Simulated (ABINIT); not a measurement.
The system is Li.

```
Li
1.0
    -1.75465    1.75465    1.75465
     1.75465   -1.75465    1.75465
     1.75465    1.75465   -1.75465
Li
1
Direct
  0.00000 0.00000 0.00000
```

```yaml
Program: ABINIT 10.8.3 (patched build)
Task: relaxation of cell and atoms
Functional: LDA
Potentials_or_basis: PseudoDojo NC SR LDA v0.4.1 standard
Cutoff: 1007 eV
k_mesh: 8 × 8 × 8
Occupations: fermi-dirac, width 0.05 eV
Spin: no spin polarisation
```

At the start: pressure -1.5 GPa; volume 21.61 Å³/atom.

Problem. Where does the relaxation end?

Solution. Over 5 steps the energy falls by 13.0 meV/atom and the volume is 19.09 Å³/atom (-11.7 %); space group Im-3m (No. 229, to 0.05 Å).

The path:
```
step  energy change (eV)  largest force (eV/Å)  pressure (GPa)  volume (Å³)
   1              0.0000                0.0000           -1.51        21.61
   2             -0.0009                0.0000           -1.46        21.51
   3             -0.0127                0.0000            0.25        18.78
   4             -0.0130                0.0000           -0.02        19.12
   5             -0.0130                0.0000            0.00        19.09
```

Final structure:
```xyz
1
Lattice="-1.6836 1.6836 1.6836 1.6836 -1.6836 1.6836 1.6836 1.6836 -1.6836" Properties=species:S:1:pos:R:3 pbc="T T T"
Li    0.0000    0.0000    0.0000
```

The cell as given is a measured one (21.61 Å³/atom); LDA puts the equilibrium volume -11.7 % from it, thermal expansion not counted.

Caveat: the volume moved by -12 % from the deposited cell, more than functionals usually miss.
